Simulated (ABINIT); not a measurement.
Here is an ABINIT 10.8.3 (patched build) calculation.

run.abi

```
# Pseudopotentials
pp_dirpath "./"
pseudos "W.upf, S.upf"

# Structure
acell 3*1.0
rprim
     2.9838775508     1.7227425073    11.6470120147
    -2.9838775508     1.7227425073    11.6470120147
     0.0000000000    -3.4454850143    11.6470120147
ntypat 2
znucl 74 16
natom 3
typat 1 2 2
xred
    -0.0129770000     0.0109140000     0.0083710000
     0.5857000000     0.5814600000     0.5725220000
     0.7475030000     0.7399750000     0.7708190000
chkprim 0
chksymtnons 0
tolsym 1.0e-6

# Plane-wave basis
ecut 37.0

# k points
kptopt 1
ngkpt 10 10 10
nshiftk 1
shiftk 0.0 0.0 0.0

# Exchange and correlation
ixc -116133

# Bands and occupations
nband 17
occopt 3
tsmear 0.05 eV

# SCF cycle
nstep 100
tolvrs 1.0e-10

# Output
iomode 3
prtwf 0
prtden 0
prteig 0
prtebands 0
enunit 1
```

Potentials or basis: PseudoDojo NC SR PBEsol v0.4.1 standard.

Run with:

```console
$ mpirun --bind-to none -np 4 abinit run.abi > log 2>&1
```

Estimate the pressure.

-3.6 GPa.

What does it give for the band gap on the k mesh?

0.93 eV, indirect (least direct gap 2.06 eV).

Forces on the atoms (eV/Å):
```
W    0.952 -0.012 -1.351
S   -0.380 -0.326  1.314
S   -0.572  0.338  0.036
```

Caveat: spin-orbit coupling is left out, which moves the levels of the heavy elements. A k mesh can miss the band edges.
